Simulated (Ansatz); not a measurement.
The system is Ni.

```xyz
2
Lattice="2.4480 0.0000 0.0000 -1.2240 2.1201 0.0000 0.0000 0.0000 4.0728" Properties=species:S:1:pos:R:3 pbc="T T T"
Ni    1.2240    0.7067    3.0546
Ni    0.0000    1.4134    1.0182
```

This isn't the form of Ni at room conditions, which is fcc.

Base run:

- Program: Ansatz 0.2.0
- Functional: PBEsol
- Potentials or basis: all-electron LAPW, scalar-relativistic
- Cutoff: 323 eV (chosen from the basis error)
- Basis error allowed: 0.001 eV/atom
- k mesh: 12 × 12 × 7
- Occupations: fermi-dirac, width 0.05 eV
- Spin: collinear spin, ferromagnetic start
- Starting moments: [1.0, 1.0] μB

Its results: band gap on the k mesh none (metal or under the smearing width); pressure -3.0 GPa.

Question: The run is repeated on the same cell with these changes: spin from collinear spin, ferromagnetic start to no spin polarisation. What comes out?

Answer: Band gap on the k mesh none (metal or under the smearing width); pressure -4.3 GPa.
